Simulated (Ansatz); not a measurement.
## Compressing Ag: a fit and a missing row

Ag, Fm-3m, a = 4.104 Å. Ansatz: r2SCAN, PAW, 500 eV, Γ-centred 18×18×18 mesh on 1 atom, Gaussian smearing 0.10 eV; no spin polarisation. Symmetry fixes shape and atoms, so the cell is only scaled; pressure is positive in compression.

| V (Å³/atom) | P (GPa) |
| --- | --- |
| 15.209 | ? |
| 15.728 | 12.83 |
| 16.246 | 7.66 |
| 16.765 | 3.42 |
| 17.283 | -0.03 |
| 17.802 | -2.83 |
| 18.320 | -5.11 |
| 19.011 | -7.49 |

Take V0 = 17.283 Å³/atom, count pressures from its P0 = -0.03 GPa, fit the third-order Birch–Murnaghan form to the other rows, and predict the missing pressure.

With the Eulerian strain f = ½[(V0/V)^(2/3) − 1] and y = (P − P0)/[3f(1 + 2f)^(5/2)], the form is the line y = B0 + 1.5 B0 (B0′ − 4) f. Rows (f, y): 0.03244, 112.9; 0.02106, 109.8; 0.01025, 106.6; -0.00977, 100.4; -0.01905, 98.0; -0.03078, 94.7. Means f = 0.0006917, y = 103.73; Σ(Δf)² = 0.003004, ΣΔfΔy = 0.8743; the slope is their ratio. y = 103.5 + 291.1 f GPa, so B0 = 103.5 GPa and B0′ = 4 + 2 × (291.1)/(3 × 103.5) = 5.88. At V = 15.209, f = 0.04448, y = 116.45 and P = 19.20 GPa. The run gave 19.14 GPa, so the fit is 0.06 GPa too high, a small miss on the scale of the series.